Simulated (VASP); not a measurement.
Wanted: the native input for a VASP 6.6.1 run.

```
Task                   : Born charges and dielectric tensor
Functional             : LDA
Potentials or basis    : VASP PAW LDA potentials, release 64 (Al, N)
Cutoff                 : 600 eV
k mesh                 : 10 × 10 × 10
Occupations            : gaussian, width 0.02 eV
Spin                   : no spin polarisation
Further INCAR settings : ALGO = Fast; EDIFF = 1e-08; IBRION = 8; NSW = 1
```

The structure of AlN lies in POSCAR:

```
AlN
1.0
    0.0000000000      2.1839935600      2.1839935600
    2.1839935600      0.0000000000      2.1839935600
    2.1839935600      2.1839935600      0.0000000000
Al N
1 1
Direct
    0.0000000000      0.0000000000      0.0000000000
    0.2500000000      0.2500000000      0.2500000000
```

Measurements of this composition are mostly on another form, of space group No. 186.

These files were run (other wordings do the same):

INCAR

```
  ALGO = Fast
  EDIFF = 1E-8
  ENCUT = 600
  IBRION = 8
  ISIF = 2
  ISMEAR = 0
  LASPH = True
  LCHARG = False
  LEPSILON = True
  LREAL = False
  LWAVE = False
  NELM = 100
  NSW = 1
  PREC = Accurate
  SIGMA = 0.02
```

KPOINTS

```
k-points
0
Gamma
  10 10 10
```

Potentials or basis: VASP PAW LDA potentials, release 64 (Al, N).

The run is started by

```console
$ cat potpaw_LDA.64/Al/POTCAR potpaw_LDA.64/N/POTCAR > POTCAR
$ mpirun -np 1 vasp_std > vasp.out
```

Results of the run:

The band gap on the k mesh is 3.22 eV, indirect (least direct gap 4.23 eV), the electronic dielectric tensor (diagonal) is 4.57 and the born charges (mean of the diagonal) is Al +2.53; N -2.53 e. The highest phonon frequency at Γ, LO-TO splitting left out is 654 cm⁻¹.

It took 2.8 min on 1 thread of AMD EPYC 9R45 96-Core Processor (Zen 5), with other jobs on the host, peak memory 0.2 GiB.
